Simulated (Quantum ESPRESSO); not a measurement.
# MnS (Browneite): orders under volume

Wanted: the trend of the moments of MnS (Browneite) with volume.

Method: PBE with U = 4 eV on Mn d (ortho-atomic projectors); plane waves with GBRV 1.5 PBE potentials, no spin-orbit coupling, in Quantum ESPRESSO 7.5.

## (1) The structure

It takes space group F-43m (No. 216, cubic). Conventional cell: a = 5.600 Å, b = 5.600 Å, c = 5.600 Å, α = 90.00°, β = 90.00°, γ = 90.00°. Nearest to Mn lie 4 S at 2.42 Å. Nearest to S lie 4 Mn at 2.42 Å. Farther neighbours and most contacts between anions are not listed.

The cell comes from the Crystallography Open Database.

## (2) Volume 0.92, ferro +

All lengths scale alike; the factor is that of the volume. Atoms keep their fractional places. Seeded atoms are those given a starting moment.

File pw.in:

```
&CONTROL
  calculation = 'scf'
  prefix = 'pwscf'
  outdir = './tmp'
  pseudo_dir = './pseudo'
  disk_io = 'nowf'
  tprnfor = .true.
  tstress = .true.
/
&SYSTEM
  ibrav = 0
  celldm(1) = 8
  nat = 2
  ntyp = 2
  ecutwfc = 40
  ecutrho = 280
  nbnd = 19
  occupations = 'smearing'
  smearing = 'fd'
  degauss = 0.00367493
  nspin = 2
  starting_magnetization(1) = 0.3
  starting_magnetization(2) = 0
/
&ELECTRONS
  conv_thr = 4d-09
  electron_maxstep = 150
  mixing_beta = 0.3
/
ATOMIC_SPECIES
Mn     54.9380 mn_pbe_v1.5.uspp.F.UPF
S      32.0600 s_pbe_v1.4.uspp.F.UPF
CELL_PARAMETERS alat
   0.0000000000000    0.6432742796980    0.6432742796980
   0.6432742796980    0.0000000000000    0.6432742796980
   0.6432742796980    0.6432742796980    0.0000000000000
ATOMIC_POSITIONS crystal
Mn      0.0000000000    0.0000000000    0.0000000000
S       0.2500000000    0.2500000000    0.2500000000
K_POINTS automatic
6 6 6 0 0 0
HUBBARD {ortho-atomic}
U Mn-3d 4.0000
```

On the command line:

```bash
OMP_NUM_THREADS=1 mpirun -n 2 pw.x -nk 2 -in pw.in > pw.out
```

Planned after this: volume 0.92, antiferro q=(0,1/2,1/2) +-; volume 0.92, no spin polarisation; volume 1.08, ferro +; all points.

Q: Predict the moment, parallel start.

The moment of the parallel start goes from 4.28 μB at 0.92 to 4.43 μB at 1.08. The net moment of the cell goes from 5 to 5 μB. The radius of the spheres follows the nearest distance, so part of the change of the site moments is the spheres'. The largest moment of the start antiferro q=(0,1/2,1/2) +- lies between 4.18 and 4.38 μB.

```
moment, parallel start       : 4.28 to 4.43 μB
states met from these starts : antiferromagnetic and ferromagnetic
```

The start antiferro q=(0,1/2,1/2) +- lies under the parallel one at every finished point, by 67.8 to 162 meV a seeded atom.

[Logs and program files are shortened in this print: banners, set-up blocks, solver, clock and traceback lines can be left out without a mark of their own.]

[Logs are printed without paths, hosts, clocks, repeated set-up lines and the standing remarks that a program may print on its own settings, such as how far it seeks lower states.]

[Hosts, paths, dates, database ids (printed as entryN), source tags and the programs' standing remarks are cut or masked in the printed files.]

[Where a cell is said to come from a database of computed structures, the database is the Materials Project.]
